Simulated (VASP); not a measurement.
# CdS (Hawleyite) (F-43m) in VASP: notebook, part 2 of 2

VASP 6.6.1.

**3. Dielectric tensor, LDA**

INCAR reads:

```
  ALGO = Normal
  EDIFF = 1E-8
  ENCUT = 520
  GGA = CA
  ISIF = 2
  ISMEAR = 0
  LASPH = True
  LCHARG = False
  LEPSILON = True
  LREAL = False
  LWAVE = False
  NELM = 100
  PREC = Accurate
  SIGMA = 0.01
```

KPOINTS reads:

```
k-points
0
Gamma
  11 11 11
```

POSCAR reads:

```
CdS
1.0
    0.0000000000      2.9165000000      2.9165000000
    2.9165000000      0.0000000000      2.9165000000
    2.9165000000      2.9165000000      0.0000000000
Cd S
1 1
Direct
    0.0000000000      0.0000000000      0.0000000000
    0.7500000000      0.7500000000      0.7500000000
```

Potentials or basis: VASP PAW LDA potentials, release 64 (Cd, S).

The run is started by

```sh
$ cat potpaw_LDA.64/Cd/POTCAR potpaw_LDA.64/S/POTCAR > POTCAR
$ mpirun -np 1 vasp_std > vasp.out
```

OUTCAR:

```text
EDIFF = 1E-8
   ENCUT = 520
   GGA = CA
   ISIF = 2
   ISMEAR = 0
   LASPH = True
   LEPSILON = True
   LREAL = False
   NELM = 100
   PREC = Accurate

 Found     56 irreducible k-points:

 Following reciprocal coordinates:
            Coordinates               Weight
  0.000000  0.000000  0.000000      1.000000
  0.090909  0.000000  0.000000      8.000000
  0.181818  0.000000  0.000000      8.000000
  0.272727  0.000000  0.000000      8.000000
  0.363636  0.000000  0.000000      8.000000
  0.454545  0.000000  0.000000      8.000000
   k-points           NKPTS =     56   k-points in BZ     NKDIM =     56   number of bands    NBANDS=     13
   number of dos      NEDOS =    301   number of ions     NIONS =      2
   total plane-waves  NPLWV =  32768
   dimension x,y,z NGX =    32 NGY =   32 NGZ =   32
   dimension x,y,z NGXF=    64 NGYF=   64 NGZF=   64
   ions per type =               1   1
   NGX,Y,Z   is equivalent  to a cutoff of  12.90, 12.90, 12.90 a.u.
   NGXF,Y,Z  is equivalent  to a cutoff of  25.80, 25.80, 25.80 a.u.
 SYSTEM =  unknown system
   PREC   = accura    normal or accurate (medium, high low for compatibility)
   ISTART =      0    job   : 0-new  1-cont  2-samecut
   ICHARG =      2    charge: 1-file 2-atom 10-const
   ISPIN  =      1    spin polarized calculation?
   LNONCOLLINEAR =      F non collinear calculations
   LSORBIT =      F    spin-orbit coupling
   LASPH  =      T    aspherical Exc in radial PAW
   ENCUT  =  520.0 eV  38.22 Ry    6.18 a.u.   7.67  7.67  7.67*2*pi/ulx,y,z
   NELM   =    100;   NELMIN=  2; NELMDL= -5     # of ELM steps
   EDIFF  = 0.1E-07   stopping-criterion for ELM
   LREAL  =      F    real-space projection
   EDIFFG = 0.1E-06   stopping-criterion for IOM
   NSW    =      0    number of steps for IOM
   IBRION =     -1    ionic relax: 0-MD 1-quasi-New 2-CG
[... 8 lines left out ...]
   EMIN   =  10.00;   EMAX   =-10.00  energy-range for DOS
   EFERMI =   0.00;   METHOD = LEGACY
   ISMEAR =     0;   SIGMA  =   0.01  broadening in eV -4-tet -1-fermi 0-gaus
   EFERMI_NEDOS =   21; number of points for ismear=-14 and -15
   IALGO  =     38    algorithm
   IMIX   =      4    mixing-type and parameters
     AMIX     =   0.40;   BMIX     =  1.00
[... 161 lines left out ...]
          -0.000000     0.000000     7.332931
 ------------------------------------------------------

 Free energy of the ion-electron system (eV)
  ---------------------------------------------------
  ---------------------------------------------------
  free energy    TOTEN  =        -0.84675539 eV

  energy without entropy =       -0.84675539

------------------------ aborting loop because EDIFF is reached ----------------------------------------

--------------------------------------- Ionic step        2  -------------------------------------------

------------------------ aborting loop because EDIFF is reached ----------------------------------------

--------------------------------------- Ionic step        3  -------------------------------------------

 Free energy of the ion-electron system (eV)
  ---------------------------------------------------
  ---------------------------------------------------
  free energy    TOTEN  =        -0.84675578 eV

  energy without entropy =       -0.84675578

------------------------ aborting loop because EDIFF is reached ----------------------------------------

 PIEZOELECTRIC TENSOR FIELD DIRECTION 3  (e Angst)
 -----------------------------------------------------------------------------
    -0.00127  1.97736  0.00000           ( -0.00000 -0.02777  0.00000)
     1.97736 -0.00127  0.00000           ( -0.02777 -0.00000  0.00000)
     0.00000  0.00000  0.00013           (  0.00000  0.00000 -0.00000)

 PIEZOELECTRIC TENSOR FIELD DIRECTION 3  (C/m^2)
 -----------------------------------------------------------------------------
    -0.00041  0.63853  0.00000
     0.63853 -0.00041  0.00000
     0.00000  0.00000  0.00004

 MACROSCOPIC STATIC DIELECTRIC TENSOR (including local field effects in DFT)
 ------------------------------------------------------
           6.883874     0.000000     0.000000
           0.000000     6.883874     0.000000
           0.000000     0.000000     6.883874
 ------------------------------------------------------

 PIEZOELECTRIC TENSOR (including local field effects)  for field in x, y, z        (e  Angst)
          XX          YY          ZZ          XY          YZ          ZX
  --------------------------------------------------------------------------------
  x     0.00000    -0.00000     0.00000     0.00000     1.98885    -0.00000
  y     0.00000    -0.00000     0.00000     0.00000     0.00000     1.98885
  z     0.00000     0.00000     0.00000     1.98885     0.00000     0.00000

 PIEZOELECTRIC TENSOR (including local field effects)  for field in x, y, z        (C/m^2)
          XX          YY          ZZ          XY          YZ          ZX
  --------------------------------------------------------------------------------
  x     0.00000    -0.00000     0.00000     0.00000     0.64224    -0.00000
  y     0.00000    -0.00000     0.00000     0.00000     0.00000     0.64224
  z     0.00000     0.00000     0.00000     0.64224     0.00000     0.00000

 BORN EFFECTIVE CHARGES (including local field effects) (in |e|, cummulative output)
 ---------------------------------------------------------------------------------
 ion    1
    1     2.18946     0.00000     0.00000
    2     0.00000     2.18946     0.00000
    3     0.00000    -0.00000     2.18946
 ion    2
    1    -2.18946     0.00000     0.00000
    2     0.00000    -2.18946    -0.00000
    3    -0.00000     0.00000    -2.18946
```

stdout:

```text
POSCAR found type information on POSCAR CdS
 POSCAR found :  2 types and       2 ions
 scaLAPACK will be used
 LDA part: xc-table for (Slater(with rela. corr.)+CA(PZ))
 , standard interpolation
 POSCAR, INCAR and KPOINTS ok, starting setup
 FFT: planning ... GRIDC
 FFT: planning ... GRID_SOFT
 FFT: planning ... GRID
 WAVECAR not read
 entering main loop
 Linear response reoptimize wavefunctions to high precision
 Linear response G [H, r] |phi>, progress :
  Direction:   1
 Linear response G [H, r] |phi>, progress :
  Direction:   2
 Linear response G [H, r] |phi>, progress :
  Direction:   3
 Linear response to external field (no local field effect), progress :
  Direction:   1
 dielectric tensor                  component  1 :     8.068     2.846     0.837
 Linear response to external field (no local field effect), progress :
  Direction:   2
 dielectric tensor                  component  2 :     2.846     8.615    -1.281
 Linear response to external field (no local field effect), progress :
  Direction:   3
 dielectric tensor                  component  3 :     0.841    -1.282     5.316
 Linear response to external field, progress :
  Direction:   1
 dielectric tensor                  component  1 :     6.884     1.131     0.601
 Linear response to external field, progress :
  Direction:   2
 dielectric tensor                  component  2 :     1.031     6.884     0.412
 Linear response to external field, progress :
  Direction:   3
 dielectric tensor                  component  3 :     0.822     0.910     6.884
 Born effective charges drift removed
```

Run time: 4.3 min. Hardware: 1 thread of Intel Xeon Platinum 8488C (Sapphire Rapids), shared host; peak memory 0.42 GiB.

These settings aren't checked as converged: the numbers below hold their error.

Results:

```yaml
Band_gap_on_the_k_mesh: 0.89 eV, direct
Electronic_dielectric_tensor_diagonal: 6.88
Born_charges_mean_of_the_diagonal: Cd +2.19; S -2.19 e
```

**4. G0W0 quasiparticle levels, PBE**

POSCAR is that of step 3.

INCAR.step1 reads:

```
SYSTEM = CdS
  PREC = Accurate
  ENCUT = 450
  EDIFF = 1E-8
  ISMEAR = 0
  SIGMA = 0.01
  LREAL = .FALSE.
  LASPH = .TRUE.
  NELM = 80
  ALGO = Normal
  LWAVE = .TRUE.
  LCHARG = .FALSE.
  GGA = PE
```

INCAR.step2 reads:

```
SYSTEM = CdS
  PREC = Accurate
  ENCUT = 450
  EDIFF = 1E-8
  ISMEAR = 0
  SIGMA = 0.01
  LREAL = .FALSE.
  LASPH = .TRUE.
  NELM = 1
  ALGO = Exact
  LWAVE = .TRUE.
  LCHARG = .FALSE.
  GGA = PE
  NBANDS = 207
  LOPTICS = .TRUE.
  ISTART = 1
```

INCAR.step3 reads:

```
SYSTEM = CdS
  PREC = Accurate
  ENCUT = 450
  EDIFF = 1E-8
  ISMEAR = 0
  SIGMA = 0.01
  LREAL = .FALSE.
  LASPH = .TRUE.
  ALGO = EVGW0
  LWAVE = .FALSE.
  LCHARG = .FALSE.
  GGA = PE
  NELMGW = 1
  NBANDS = 207
  ENCUTGW = 200
  NOMEGA = 48
  PRECFOCK = Fast
  ISTART = 1
  NBANDSGW = 17
```

KPOINTS reads:

```
regular mesh
0
G
  5 5 5
  0 0 0
```

Potentials or basis: VASP PAW PBE potentials, release 64 (Cd_GW, S_GW).

The run is started by

```sh
$ cat potpaw_PBE.64/Cd_GW/POTCAR potpaw_PBE.64/S_GW/POTCAR > POTCAR
$ cp INCAR.step1 INCAR
$ mpirun -np 1 vasp_std > vasp.out
$ cp INCAR.step2 INCAR
$ mpirun -np 1 vasp_std > vasp.out
$ cp INCAR.step3 INCAR
$ mpirun -np 1 vasp_std > vasp.out
```

OUTCAR:

```text
SYSTEM = CdS
   PREC = Accurate
   ENCUT = 450
   EDIFF = 1E-8
   ISMEAR = 0
   LREAL = .FALSE.
   LASPH = .TRUE.
   GGA = PE
   NELMGW = 1
   ENCUTGW = 200
   PRECFOCK = Fast
   ISTART = 1

 Found     10 irreducible k-points:

 Following reciprocal coordinates:
            Coordinates               Weight
  0.000000  0.000000  0.000000      1.000000
  0.200000  0.000000  0.000000      8.000000
  0.400000  0.000000  0.000000      8.000000
[... 60 lines left out ...]
   LRPAFORCE           =     F    calculate RPA forces
   ENCUTGW             = 200.0    cutoff for response function in eV
   ENCUTGWSOFT         = 160.0    soft cutoff for Coulomb kernel in GW response function in eV
   ENCUTLF             =  -1.0    cutoff for local field effects
   NELMGW              =     1    number of iterations in solving QP/BSE equation
   NELMHF              =     1    number of iterations in the inner HF iteration
   NKREDLFX            =     1    NKREDLFY  =   1   NKREDLFZ  =   1
 non-spin polarized calculation
 Gauss-broadening in eV      SIGMA  =   0.01
  energy-cutoff  :      450.00
  volume of cell :       49.62
 maximum number of plane-waves:      1082
 NGX is ok and might be reduce to    30
  NGX = 16; NGY = 16; NGZ = 16
   NGX = 15   NGY = 15   NGZ = 15
 maximum number of plane-waves:       331

 QP shifts <psi_nk| G(iteration)W_0 |psi_nk>: iteration 1
 for sc-GW calculations column KS-energies equals QP-energies in previous step
 and V_xc(KS)=  KS-energies - (<T + V_ion + V_H > + <T+V_H+V_ion>^1  + <V_x>^1)

 k-point   1 :       0.0000    0.0000    0.0000
  band No.  KS-energies  QP-energies   sigma(KS)   V_xc(KS)     V^pw_x(r,r')   Z            occupation Imag(sigma)

      1      -9.7094     -10.2052     -13.8162     -13.0015     -20.9217       0.6086       2.0000       0.9120
      2      -5.0729      -6.9675     -17.8814     -15.1646     -22.8953       0.6974       2.0000       0.2354
      3      -5.0729      -6.9675     -17.8814     -15.1646     -22.8953       0.6974       2.0000       0.2354
      4      -5.0729      -6.9675     -17.8814     -15.1646     -22.8953       0.6974       2.0000       0.2354
      5      -4.5937      -6.6218     -18.3603     -15.4981     -23.2279       0.7086       2.0000       0.1951
      6      -4.5937      -6.6218     -18.3603     -15.4981     -23.2279       0.7086       2.0000       0.1951
[... 102 lines left out ...]
      4      -4.6087      -6.6318     -18.2994     -15.4493     -23.1837       0.7098       2.0000       0.2050
      5      -4.5708      -6.6007     -18.3822     -15.5234     -23.2658       0.7100       2.0000       0.2001
      6      -4.1305      -6.0248     -18.2200     -15.5487     -23.0947       0.7091       2.0000       0.2356
[... 9 lines left out ...]
     16      15.6302      15.7862      -8.7321      -8.9381      -3.2630       0.7577       0.0000      -0.3706
     17      16.8056      17.1158      -9.9911     -10.4024      -3.9747       0.7542       0.0000      -0.5666

 [... further k-points ...]
```

OUTCAR.step1:

```text
SYSTEM = CdS
   PREC = Accurate
   ENCUT = 450
   EDIFF = 1E-8
   ISMEAR = 0
   LREAL = .FALSE.
   LASPH = .TRUE.
[... 207 lines left out ...]
      0.00000      0.00000      0.00000        -0.000000     -0.000000     -0.000000
      4.37475      4.37475      4.37475         0.000000      0.000000      0.000000
 -----------------------------------------------------------------------------------
    total drift:                               -0.000000     -0.000000     -0.000000

  FREE ENERGIE OF THE ION-ELECTRON SYSTEM (eV)
  ---------------------------------------------------
  free  energy   TOTEN  =        -6.1547974151 eV

  energy  without entropy=       -6.1547974151  energy(sigma->0) =       -6.15479742
```

Run time: 6.3 min. Hardware: 1 thread of Intel Xeon 6975P-C (Granite Rapids), shared host; peak memory 0.86 GiB.

The run converged, but some of its settings lie outside the range that counts as converged, so its numbers aren't taken as properties of the crystal.

Results:

* Band gap on the k mesh, mean-field level: 1.14 eV, direct
* Quasiparticle gap: 2.00 eV
* Least direct quasiparticle gap: 2.00 eV

Caveat: bands, screening cutoff and mesh are small and nothing is extrapolated, so the quasiparticle values aren't converged.
